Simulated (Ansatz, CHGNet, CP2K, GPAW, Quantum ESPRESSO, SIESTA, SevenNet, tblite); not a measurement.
## RbB6H6 (Fm-3) (104 atoms): runs against a plane-wave reference

The cell holds 104 atoms: 8 Rb, 48 B and 48 H. Cell: a = 10.850 Å, b = 10.850 Å, c = 10.850 Å, α = 90.0°, β = 90.0°, γ = 90.0°. It derives from RbB6H6 (Fm-3), repeated 1×1×1. RbB6H6, space group Fm-3, structure from the Crystallography Open Database, 1 x 1 x 1 conventional cells; every coordinate displaced by a Gaussian of 0.02 Å; bonds to H set to neutron lengths (C-H 1.089, N-H 1.015, O-H 0.983, B-H 1.19 Å) where the listed ones are shorter. Then every atom was moved at random, 0.05 Å r.m.s. a Cartesian component (hydrogen 0.6 of that).

Geometry: as built.

The reference, a calculation:

```
method                                           : Kohn-Sham DFT, PBE, SSSP efficiency 1.3.0 pseudopotentials, plane waves (Quantum ESPRESSO 7.5); sssp-pbe-1.3.0-efficiency, cutoffs 45/360 Ry, Γ point
r.m.s. force component                           : 1.632 eV/Å
longest force                                    : 8.548 eV/Å
pressure                                         : 3.51 GPa
gap (highest filled to lowest empty level) : 4.06 eV
time                                             : 2.5 min on 2 MPI ranks of Arm Neoverse V1, shared host
CPU time                                         : 5 min
```

Q: Estimate the differences from the reference, the CPU time and the memory of each run.
- GPAW PBE, LCAO dzp, h 0.2 Å (GPAW 26.7.0; 2 MPI ranks)
- SevenNet l3i5 potential (SevenNet l3i5; 1 thread)
- CP2K PBE, DZVP-MOLOPT-SR, 600/70 Ry, diagonalisation (CP2K 2026.2; 4 MPI ranks)
- CP2K RPBE, PBE potentials, DZVP-MOLOPT-SR, 600/50 Ry, diagonalisation (CP2K 2026.2; 4 MPI ranks)
- QE PBE, sssp-1.3.0-efficiency, 45/360 Ry, cg (Quantum ESPRESSO 7.5; 4 MPI ranks)
- CHGNet 0.3.0 potential (CHGNet 0.3.0; 1 thread)
- CHGNet r2SCAN potential (CHGNet r2SCAN; 1 thread)
- SIESTA PBEsol, DZP, shift 0.01 Ry, mesh 300 Ry (SIESTA 5.4.2; 2 MPI ranks)
- tblite GFN1-xTB (tblite 0.8.0; 1 thread)
- CP2K PBE, DZVP-MOLOPT-SR, 210/50 Ry, diagonalisation (CP2K 2026.2; 2 threads)

Differences are against the plane-wave reference, forces as r.m.s. over components; share is that over the reference's r.m.s. force, slope the least-squares factor from reference forces to these. Total energies of different programs have different zeros and aren't compared.

```
                                                                  run  Δ force, r.m.s. (meV/Å)  share (%)  slope  Δ pressure (GPa)  Δ gap (eV)  cores  CPU time  memory (GiB)
                                                            reference                        -          -      -                 -           -      2     5 min           2.0
                                          GPAW PBE, LCAO dzp, h 0.2 Å                      251       15.4  1.095                 -      0.0612      2   5.4 min           1.6
                                              SevenNet l3i5 potential                      151       9.25  0.978           -0.0823           -      1      13 s           1.7
                 CP2K PBE, DZVP-MOLOPT-SR, 600/70 Ry, diagonalisation                     22.1       1.35  1.008            0.0596      0.0315      4    12 min           4.8
CP2K RPBE, PBE potentials, DZVP-MOLOPT-SR, 600/50 Ry, diagonalisation                     60.0       3.67  1.009             0.666      0.0647      4     7 min           4.8
                         QE PBE, sssp-1.3.0-efficiency, 45/360 Ry, cg                    0.111     0.0068  1.000             0.001           0      4    15 min           2.1
                                               CHGNet 0.3.0 potential                      419       25.7  0.790             0.192           -      1     4.6 s           2.1
                                              CHGNet r2SCAN potential                      725       44.4  0.641             -2.08           -      1     5.5 s           2.1
                       SIESTA PBEsol, DZP, shift 0.01 Ry, mesh 300 Ry                      364       22.3  1.125              3.33       0.166      2   4.7 min           1.5
                                                      tblite GFN1-xTB                      561       34.3  1.082              3.65           -      1     3.8 s          0.12
        CP2K PBE, DZVP-MOLOPT-SR, 210/50 Ry, diagonalisation (coarse)                     34.0       2.08  1.007            0.0615      0.0295      2   5.6 min           1.0
```

Rows marked coarse were listed beforehand as settings not expected to be converged; some can still land near the reference.

Times of the machine-learned potentials are mostly Python's start and the loading of weights.

CPU time is summed over cores on a shared host, where runs went side by side, so it is rough. Symmetry, cutoffs, thresholds, outputs and thread counts weren't matched or tuned between programs; memory under MPI is the largest rank's times the ranks.

With the reference's own potentials and cutoffs, another solver or threshold moves forces by 0.0068 % (QE PBE, sssp-1.3.0-efficiency, 45/360 Ry, cg). The PBE runs in local orbitals, coarse settings apart, differ by 1.4 % (CP2K PBE, DZVP-MOLOPT-SR, 600/70 Ry, diagonalisation) to 15 % (GPAW PBE, LCAO dzp, h 0.2 Å); basis, grid and potentials can all enter. Tight binding differs by 34 % (tblite GFN1-xTB); it is another model, with fitted parameters of its own, and the xTB methods hold dispersion. Machine-learned potentials differ by 9.2 % (SevenNet l3i5 potential) to 44 % (CHGNet r2SCAN potential); they were trained on other programs' data, some at another functional. Among those trained on PBE data the slope goes as low as 0.79, which softening far from their training structures can give, though the reference's k-sampling is untested too. Periodic xTB results under one method name differ between programs and library versions. Machine-learned potentials mimic data converged in k, so the reference's own k-point error enters their differences. The published positions, changed by the recipe (random displacements or longer bonds to H), lie far from the minimum at this level of theory. The electronic-structure runs sample only Γ, in a cell whose shortest periodic width is 11 Å.

[Logs are printed without paths, hosts, clocks, repeated set-up lines and the standing remarks that a program may print on its own settings, such as how far it seeks lower states.]

[Hosts, paths, dates, database ids (printed as entryN), source tags and the programs' standing remarks are cut or masked in the printed files.]
